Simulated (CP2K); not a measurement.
Runs of CP2K 2026.2 on YN. It takes space group Fm-3m (No. 225, cubic). Conventional cell: a = 4.877 Å, b = 4.877 Å, c = 4.877 Å, α = 90.00°, β = 90.00°, γ = 90.00°. Y (site symmetry m-3m) has 6 N at 2.44 Å as nearest neighbours. N (site symmetry m-3m) has 6 Y at 2.44 Å as nearest neighbours. 

| task | level | potentials or basis | smearing | EPS_DEFAULT | NGRIDS | CUTOFF of the grids | points a segment of the path (NPOINTS) | bands added on the path | gap on the mesh (eV) | pressure (GPa) | V0 of scaled cells (Å³/atom) | B0 (GPa) |
| --- | --- | --- | --- | --- | --- | --- | --- | --- | --- | --- | --- | --- |
| equation of state | LDA | GTH_POTENTIALS Y GTH-PADE-q11, N GTH-PADE-q5; TZVP-MOLOPT-PBE-GTH basis | fermi-dirac 0.05 eV | 1.0E-9 | 5 | 450 Ry | - | - | - | - | 13.97 | 183 |
| equation of state | PBE | POTENTIAL_UZH Y GTH-PBE-q11, N GTH-PBE-q5; TZVP-MOLOPT-PBE-GTH basis | fermi-dirac 0.05 eV | 1.0E-10 | 4 | 450 Ry | - | - | - | - | 14.83 | (b) |
| equation of state | PBEsol | POTENTIAL_UZH Y GTH-PBE-q11, N GTH-PBE-q5; TZVP-MOLOPT-PBE-GTH basis | fermi-dirac 0.05 eV | 1.0E-10 | 5 | 450 Ry | - | - | - | - | 14.45 | 170 |
| band structure | r2SCAN | POTENTIAL_UZH Y GTH-SCAN-q11, N GTH-SCAN-q5; TZVP-MOLOPT-SCAN-GTH basis | fermi-dirac 0.05 eV | 1.0E-10 | 5 | 675 Ry | 6 | 4 | 0.59 | 2.6 | - | - |
| band structure | LDA | GTH_POTENTIALS Y GTH-PADE-q11, N GTH-PADE-q5; TZVP-MOLOPT-PBE-GTH basis | fermi-dirac 0.1 eV | 1.0E-9 | 4 | 450 Ry | 10 | 2 | 0.13 | -6.3 | - | - |
| band structure | LDA | GTH_POTENTIALS Y GTH-PADE-q11, N GTH-PADE-q5; TZVP-MOLOPT-PBE-GTH basis | fermi-dirac 0.01 eV | 1.0E-10 | 4 | 450 Ry | 8 | 6 | (a) | -6.3 | - | - |
| band structure | r2SCAN | POTENTIAL_UZH Y GTH-SCAN-q11, N GTH-SCAN-q5; TZVP-MOLOPT-SCAN-GTH basis | fermi-dirac 0.0259 eV | 1.0E-9 | 4 | 675 Ry | 6 | 4 | 0.59 | 2.6 | - | - |
| band structure | TB-mBJ | POTENTIAL_UZH Y GTH-PBE-q11, N GTH-PBE-q5; TZVP-MOLOPT-PBE-GTH basis | fermi-dirac 0.0259 eV | 1.0E-9 | 4 | 675 Ry | 10 | 6 | 0.43 | - | - | - |
| single point | PBE | POTENTIAL_UZH Y GTH-PBE-q11, N GTH-PBE-q5; TZVP-MOLOPT-PBE-GTH basis | fermi-dirac 0.05 eV | 1.0E-10 | 5 | 450 Ry | - | - | 0.22 | 3.7 | - | - |
| band structure | PBEsol | POTENTIAL_UZH Y GTH-PBE-q11, N GTH-PBE-q5; TZVP-MOLOPT-PBE-GTH basis | fermi-dirac 0.05 eV | 1.0E-9 | 5 | 450 Ry | 6 | 4 | 0.13 | -0.6 | - | - |
| single point | PBEsol | POTENTIAL_UZH Y GTH-PBE-q11, N GTH-PBE-q5; TZVP-MOLOPT-PBE-GTH basis | fermi-dirac 0.05 eV | 1.0E-10 | 5 | 450 Ry | - | - | 0.13 | -0.6 | - | - |
| band structure | PBEsol | POTENTIAL_UZH Y GTH-PBE-q11, N GTH-PBE-q5; TZVP-MOLOPT-PBE-GTH basis | fermi-dirac 0.1 eV | 1.0E-9 | 5 | 450 Ry | 10 | 2 | 0.13 | -0.6 | - | - |

Alike in all rows: no spin polarisation; cell as given; k mesh 9 × 9 × 9.

Task: Estimate the missing entries.

Result: (a) 0.12; (b) 159.

Caveats: the basis of atomic orbitals isn't converged, which shifts pressures, moduli and gaps; the potentials were made for another functional, which shifts forces and pressure (some runs); an odd mesh through Γ misses points on the zone boundary, where band edges often lie (some runs); this is a model potential without an energy functional, so only levels have meaning (some runs).

A k mesh can miss the band edges, and the runs leave out spin-orbit coupling on Y.

Not every run made on this cell is shown here.
